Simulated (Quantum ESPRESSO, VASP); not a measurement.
This is a calculation of BN for Quantum ESPRESSO 7.5 (ASE script). The cell is a database's computed one, not the measured one.

File run.py:

```python
import numpy as np
from ase.calculators.espresso import Espresso, EspressoProfile
from ase.io import read

atoms = read('BN.cif')

input_data = {
    'control': {'calculation': 'scf', 'prefix': 'pwscf', 'outdir': './tmp', 'tprnfor': True, 'tstress': True, 'disk_io': 'low'},
    'system': {'ecutwfc': 84.0, 'nbnd': 9, 'input_dft': 'pbesol', 'occupations': 'smearing', 'smearing': 'fd', 'degauss': 0.00367493},
    'electrons': {'conv_thr': 4e-10, 'electron_maxstep': 120, 'mixing_beta': 0.5},
}
pseudopotentials = {'B': 'B.upf', 'N': 'N.upf'}
profile = EspressoProfile(command='pw.x', pseudo_dir='pseudo')
dft = Espresso(profile=profile, input_data=input_data, pseudopotentials=pseudopotentials, kpts=(13, 13, 13), koffset=(0, 0, 0))
from ase.calculators.mixing import SumCalculator
from dftd4.ase import DFTD4
d4 = DFTD4(method='pbesol')
atoms.calc = SumCalculator([dft, d4])

from ase.optimize import FIRE
from ase.filters import FrechetCellFilter
done = FIRE(FrechetCellFilter(atoms), trajectory='opt.traj').run(fmax=0.02, steps=30)
print('converged', done)
print('cell (A)', np.round(atoms.cell.cellpar(), 5))
print(f'energy {atoms.get_potential_energy():.8f} eV')
print('forces (eV/A)')
print(np.round(atoms.get_forces(), 6))
print('stress (eV/A^3, Voigt)')
print(np.round(atoms.get_stress(), 8))
print(f'Fermi level {dft.get_fermi_level():.4f} eV')
print(f'D4 part {d4.get_potential_energy(atoms):.8f} eV')
atoms.write('final.traj')
```

BN.cif

```cif
data_BN
_cell_length_a 2.56397060
_cell_length_b 2.56397060
_cell_length_c 2.56397060
_cell_angle_alpha 60.00000000
_cell_angle_beta 60.00000000
_cell_angle_gamma 60.00000000
_space_group_name_H-M_alt 'P1'
_space_group_name_Hall 'P 1'
_space_group_IT_number 1
loop_
_space_group_symop_operation_xyz
'x,y,z'
loop_
_atom_site_label
_atom_site_type_symbol
_atom_site_symmetry_multiplicity
_atom_site_Wyckoff_symbol
_atom_site_fract_x
_atom_site_fract_y
_atom_site_fract_z
_atom_site_occupancy
N1 N 1 a 0.2500000000 0.2500000000 0.2500000000 1
B1 B 1 a 0.0000000000 0.0000000000 0.0000000000 1
```

Potentials or basis: PseudoDojo 0.4.1 SR PBE standard.

Launch:

```sh
$ OMP_NUM_THREADS=1 python run.py
```

Question: Set up the same calculation for VASP 6.6.1. Potentials or basis there: PBE PAW files B, N, 600 eV.

Answer: As run (cutoffs and basis follow the program's own potentials, and thresholds, step limits or extra output files can differ):

File INCAR:

```
PREC = Accurate ; ENCUT = 600
EDIFF = 1E-6 ; ISMEAR = -1
SIGMA = 0.05 ; LREAL = F
LASPH = T ; NELM = 80
ALGO = Normal ; ISIF = 3
LWAVE = F ; LCHARG = F
GGA = PS ; IVDW = 13
IBRION = 2 ; NSW = 40
EDIFFG = -0.02
```

The input KPOINTS:

```
regular mesh
0
Gamma
  13 13 13
```

POSCAR

```
BN
1.0
    0.0000000000      1.8130010000      1.8130010000
    1.8130010000      0.0000000000      1.8130010000
    1.8130010000      1.8130010000      0.0000000000
N B
1 1
Direct
    0.2500000000      0.2500000000      0.2500000000
    0.0000000000      0.0000000000      0.0000000000
```

Potentials or basis: VASP PAW PBE potentials, release 64 (N, B).

The run is started by

```console
$ cat potpaw_PBE.64/N/POTCAR potpaw_PBE.64/B/POTCAR > POTCAR
$ mpirun -np 1 vasp_std > vasp.out
```

Both were run:

|  | Quantum ESPRESSO | VASP |
| --- | --- | --- |
| Relaxed volume | 5.82 Å³/atom | 5.82 Å³/atom |
| Relaxed cell | a = 2.543 Å, b = 2.543 Å, c = 2.543 Å, α = 60.00°, β = 60.00°, γ = 60.00° | a = 2.543 Å, b = 2.543 Å, c = 2.543 Å, α = 60.00°, β = 60.00°, γ = 60.00° |
| Space group after relaxing | F-43m (No. 216) | F-43m (No. 216) |
| Pressure after relaxing | 0.4 GPa | 0.0 GPa |
| Dispersion energy per atom | -0.135 eV | -0.135 eV |

Quantum ESPRESSO's potentials were made for PBE. VASP's potentials were made for PBE.

Pressure is positive in compression.
